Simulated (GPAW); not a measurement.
Crystal: Fe3Ge.

```xyz
4
Lattice="0.0000 2.8756 2.8756 2.8756 0.0000 2.8756 2.8756 2.8756 0.0000" Properties=species:S:1:pos:R:3 pbc="T T T"
Ge    0.0000    0.0000    0.0000
Fe    4.3134    4.3134    4.3134
Fe    1.4378    1.4378    1.4378
Fe    2.8756    2.8756    2.8756
```

The cell comes from a database or a generator and needn't be the stable form of this composition.

Base run:

| Quantity | Value |
| --- | --- |
| Program | GPAW 26.7.0 |
| Functional | PBEsol |
| Potentials or basis | PAW data sets generated in the run's folder for this functional |
| Cutoff | 600 eV |
| Basis | pw |
| k mesh | 8 × 8 × 8 |
| Occupations | fermi-dirac, width 0.05 eV |
| Spin | collinear spin, ferromagnetic start |
| Starting moments | [0.0, 3.0, 3.0, 3.0] μB |
| Hubbard terms | Fe d U = 8 eV |

Its results: pressure 31.3 GPa; net moment 9.62 μB per cell; site moments Ge -0.01; Fe +3.54, +3.09 μB.

Question: The run is repeated on the same cell with these changes: hubbard terms from Fe d U = 8 eV to Fe d U = 3 eV. What comes out?

Answer: Pressure 9.7 GPa; net moment 8.23 μB per cell; site moments Ge -0.05; Fe +2.83, +2.84 μB.

Caveats: the U is typed as a test and isn't derived for this compound; a pressure of tens of GPa on the cell as given is suspect, and the run, the potentials or the cell itself is likely at fault (some runs).
